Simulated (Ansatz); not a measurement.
# HfO2: the cost of one run

Computed with Ansatz 0.2.0 (DFT PBE, scalar-relativistic, plane waves, PAW, unless a step's input says otherwise).

## Step 1: Starting point

Symmetry: P-3m1, No. 164, trigonal system. The conventional cell has a = 3.252 Å, b = 3.252 Å, c = 5.602 Å, α = 90.00°, β = 90.00°, γ = 120.00°. Hf (site symmetry -3m) has 6 O at 2.11 Å as nearest neighbours. O (site symmetry 3m) has 3 Hf at 2.11 Å as nearest neighbours.

Coordinates:

```cif
data_structure
_symmetry_space_group_name_H-M 'P-3m1'
_symmetry_Int_Tables_number 164
_cell_length_a 3.2522
_cell_length_b 3.2522
_cell_length_c 5.6017
_cell_angle_alpha 90.000
_cell_angle_beta 90.000
_cell_angle_gamma 120.000
_cell_volume 51.31
loop_
_atom_site_label
_atom_site_type_symbol
_atom_site_symmetry_multiplicity
_atom_site_Wyckoff_symbol
_atom_site_fract_x
_atom_site_fract_y
_atom_site_fract_z
_atom_site_occupancy
Hf1 Hf 1 a 0.00000 0.00000 0.00000 1
O1 O 2 d 0.33333 0.66667 0.17312 1
```

An earlier run at PBE left this cell at 17.104 Å³/atom and 0.00 GPa (12×12×6 mesh).

The changes: atom 3 (O) moved 0.2 Å along x; atom 2 (O) moved 0.2 Å along y; strain e3 = -0.02, atoms carried along; strain e2 = +0.02, atoms carried along; all atoms moved at random (σ = 0.1 Å), cell strained at random (1 %); all atoms moved at random (σ = 0.15 Å), cell strained at random (1 %).

## Step 2: Atom 3 (O) moved 0.2 Å along x

Input file input.yaml:

```yaml
crystal:
  lattice:
    - [3.2522111955, 0.0, 0.0]
    - [-1.6261055978, 2.8164975138, 0.0]
    - [0.0, 0.0, 5.6017024625]
  atoms:
    - { symbol: Hf, position: [0.0, 0.0, 0.0] }
    - { symbol: O, position: [0.3333333333, 0.6666666667, 0.1731211689] }
    - { symbol: O, position: [0.7281632879, 0.3333333333, 0.8268788311] }
basis:
  ecutwfc: 420
  ecutrho_ratio: 4
kpoints:
  mp_grid: { grid: [12, 12, 6] }
hamiltonian:
  xc: pbe
scf:
  occupations: { method: gaussian, width: 0.05 }
output:
  forces: true
  stress: true
  eigenvalues: true
  write_density: true
  write_potential: true
  elf: true
  volumetric_format: npy
```

Started as:

```console
$ ansatz run input.yaml --threads 2 --pin off --max-ram 2662MiB --backend cpu --events-out ev --progress --plain --runs-dir out
```

**Question.** How long does this run take on 2 threads of Arm Neoverse V2, shared host, and how much memory does it need?

About 35 s, with a peak of 0.69 GiB.
